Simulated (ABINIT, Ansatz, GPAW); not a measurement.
One calculation of Al2Pt, 4 ways

```xyz
3
Lattice="0.0000 2.9550 2.9550 2.9550 0.0000 2.9550 2.9550 2.9550 0.0000" Properties=species:S:1:pos:R:3 pbc="T T T"
Pt   -0.0611    0.0180   -0.0098
Al    4.4234    4.4254    4.4543
Al    1.4931    1.4997    1.4770
```

Atoms were shifted at random by some hundredths of an Å from the given cell, which wasn't relaxed again for these runs.

Alike in all runs: task single point; functional PBEsol; k mesh 8 × 8 × 8; occupations fermi-dirac, width 0.05 eV; no spin polarisation; no spin-orbit coupling. Pressure is positive in compression and, in plane waves, holds the error of the finite cutoff, which Ansatz's Pulay term estimates and takes out.

```json
{"program and potentials": "Ansatz, Ansatz PAW", "plane-wave cutoff (eV)": "420", "notes": "potentials made for PBE, which Ansatz adapts in part; 8 valence electrons an atom on average; Pulay term of +0.05 GPa included", "band gap (eV)": "no gap", "pressure (GPa)": "-0.65", "largest force (eV/Å)": "0.560", "energy over the undisturbed cell (meV/atom)": "7.72"}
{"program and potentials": "Ansatz, all-electron LAPW, scalar-relativistic", "plane-wave cutoff (eV)": "-", "notes": "-", "band gap (eV)": "no gap", "pressure (GPa)": "-0.66", "largest force (eV/Å)": "0.560", "energy over the undisturbed cell (meV/atom)": "-"}
{"program and potentials": "GPAW, PAW data sets generated for this functional", "plane-wave cutoff (eV)": "600", "notes": "7.33 valence electrons an atom on average", "band gap (eV)": "no gap", "pressure (GPa)": "-0.20", "largest force (eV/Å)": "0.571", "energy over the undisturbed cell (meV/atom)": "7.87"}
{"program and potentials": "ABINIT, PseudoDojo NC SR PBEsol v0.4.1 standard", "plane-wave cutoff (eV)": "1143", "notes": "8 valence electrons an atom on average", "band gap (eV)": "no gap", "pressure (GPa)": "-0.75", "largest force (eV/Å)": "0.570", "energy over the undisturbed cell (meV/atom)": "7.85"}
```

Force on atom 1 (Pt), eV/Å:

| program and potentials | x | y | z |
| --- | --- | --- | --- |
| Ansatz, Ansatz PAW | 0.534 | -0.075 | 0.150 |
| Ansatz, all-electron LAPW, scalar-relativistic | 0.535 | -0.075 | 0.150 |
| GPAW, PAW data sets generated for this functional | 0.545 | -0.076 | 0.153 |
| ABINIT, PseudoDojo NC SR PBEsol v0.4.1 standard | 0.544 | -0.076 | 0.153 |

None finds a gap. The pressure spans -0.75 (ABINIT, PseudoDojo NC SR PBEsol v0.4.1 standard) to -0.20 GPa (GPAW, PAW data sets generated for this functional), with all-electron results at -0.66.

Differences between rows come from potentials, basis sets and numerical settings, since the functional is the same but for its coding. Runs on potential files found faulty are left out.
